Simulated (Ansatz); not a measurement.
# BN: the cost of one run

Computed with Ansatz 0.2.0 (DFT PBE, scalar-relativistic, plane waves, PAW, unless a step's input says otherwise).

2 further runs of the same task are left out: 2 set aside as unsound or not needed.

### 1 The starting structure

Symmetry: F-43m, No. 216, cubic system. Conventional cell: a = 3.625 Å, b = 3.625 Å, c = 3.625 Å, α = 90.00°, β = 90.00°, γ = 90.00°. B (site symmetry -43m) has 4 N at 1.57 Å as nearest neighbours. Around N (site symmetry -43m) lie 4 B at 1.57 Å.

Structure file:

```
B N
1.0
     0.00000    1.81234    1.81234
     1.81234    0.00000    1.81234
     1.81234    1.81234    0.00000
B N
1 1
Cartesian
  0.0000 0.0000 0.0000
  2.7185 2.7185 2.7185
```

It goes back to an entry of the Materials Project.

This cell was relaxed beforehand with the same method: volume 5.95 Å³/atom, gap on the mesh 4.46 eV.

### 2 The cell under 25 GPa

What is minimised here is the enthalpy; the energy can go up as the cell is squeezed.

The input, input.yaml:

```yaml
crystal:
  lattice:
    - [0.0, 1.8123386232, 1.8123386232]
    - [1.8123386232, 0.0, 1.8123386232]
    - [1.8123386232, 1.8123386232, 0.0]
  atoms:
    - { symbol: B, position: [0.0, 0.0, 0.0] }
    - { symbol: "N", position: [0.75, 0.75, 0.75] }
basis:
  ecutwfc: 420
kpoints:
  mp_grid: { grid: [12, 12, 12] }
hamiltonian:
  xc: pbe
scf:
  occupations: { method: fixed }
output:
  forces: true
  stress: true
  eigenvalues: true
relax:
  adjacent_minimum: "off"
  f_tol: 0.001
  max_steps: 60
  cell: { stress_tol: 0.02, p_target: 25.0 }
```

Started as:

```bash
ansatz run input.yaml --threads 1 --pin off --max-ram 3072MiB --backend cpu --events-out ev --progress --plain --runs-dir out
```

**Question.** How long does this run take on 1 thread of Intel Xeon Platinum 8375C at 2.90GHz (Ice Lake), shared host, and how much memory does it need?

About 7.4 s, with a peak of 0.33 GiB.
